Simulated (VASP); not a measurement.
## RbBr: band structure with SCAN

The system is RbBr.

```
CELL_PARAMETERS angstrom
0.00000 3.42700 3.42700
3.42700 0.00000 3.42700
3.42700 3.42700 0.00000
ATOMIC_POSITIONS crystal
Rb 0.00000 0.00000 0.00000
Br 0.50000 0.50000 0.50000
```

- Program: VASP 6.6.1
- Task: band structure
- Functional: SCAN
- Potentials or basis: VASP PAW PBE potentials, release 64 (Rb_sv, Br)
- Cutoff: 520 eV
- k mesh: 7 × 7 × 7
- Occupations: fermi-dirac, width 0.05 eV
- Spin: no spin polarisation
- Further INCAR settings: ALGO = Normal; EDIFF = 1e-07; NBANDS = 15

- Pressure: 0.3 GPa
- Band gap on the k mesh: 4.91 eV, direct
- Band gap along the path: 4.91 eV, direct

Levels at the corners of the path, in eV from the valence-band top:
```
point  band 4  band 5  band 6  band 7  band 8  band 9  band 10  band 11  band 12  band 13
    Γ   -8.70   -8.70    0.00    0.00    0.00    4.91     7.86     7.86     7.86     8.96
    X   -8.77   -8.77   -0.49   -0.16   -0.16    6.02     7.93     9.62    10.08    10.38
    X   -8.77   -8.77   -0.49   -0.16   -0.16    6.02     7.93     9.62    10.08    10.38
    W   -8.83   -8.68   -0.48   -0.35   -0.35    7.53     7.53     9.12     9.44    11.67
    W   -8.83   -8.68   -0.48   -0.35   -0.35    7.53     7.53     9.12     9.44    11.67
    K   -8.75   -8.73   -0.49   -0.42   -0.26    6.77     8.61     8.93     9.72    10.77
    K   -8.75   -8.73   -0.49   -0.42   -0.26    6.77     8.61     8.93     9.72    10.77
    Γ   -8.70   -8.70    0.00    0.00    0.00    4.91     7.86     7.86     7.86     8.96
    Γ   -8.70   -8.70    0.00    0.00    0.00    4.91     7.86     7.86     7.86     8.96
    L   -8.71   -8.65   -0.97   -0.35   -0.35    7.23     8.21    10.20    10.20    10.83
    L   -8.71   -8.65   -0.97   -0.35   -0.35    7.23     8.21    10.20    10.20    10.83
    U   -8.75   -8.73   -0.49   -0.42   -0.26    6.77     8.61     8.93     9.72    10.77
    U   -8.75   -8.73   -0.49   -0.42   -0.26    6.77     8.61     8.93     9.72    10.77
    W   -8.83   -8.68   -0.48   -0.35   -0.35    7.53     7.53     9.12     9.44    11.67
    W   -8.83   -8.68   -0.48   -0.35   -0.35    7.53     7.53     9.12     9.44    11.67
    L   -8.71   -8.65   -0.97   -0.35   -0.35    7.23     8.21    10.20    10.20    10.83
    L   -8.71   -8.65   -0.97   -0.35   -0.35    7.23     8.21    10.20    10.20    10.83
    K   -8.75   -8.73   -0.49   -0.42   -0.26    6.77     8.61     8.93     9.72    10.77
    U   -8.75   -8.73   -0.49   -0.42   -0.26    6.77     8.61     8.93     9.72    10.77
    X   -8.77   -8.77   -0.49   -0.16   -0.16    6.02     7.93     9.62    10.08    10.38
```

Wall time 5.4 min on 1 thread of Intel(R) Xeon(R) Platinum 8488C (Sapphire Rapids) (shared host), peak memory 0.22 GiB.

Caveat: the PAW data sets were made with another functional, which shifts forces and pressure a little. SCAN opens gaps a little over a GGA but as a rule still falls short of measured ones.
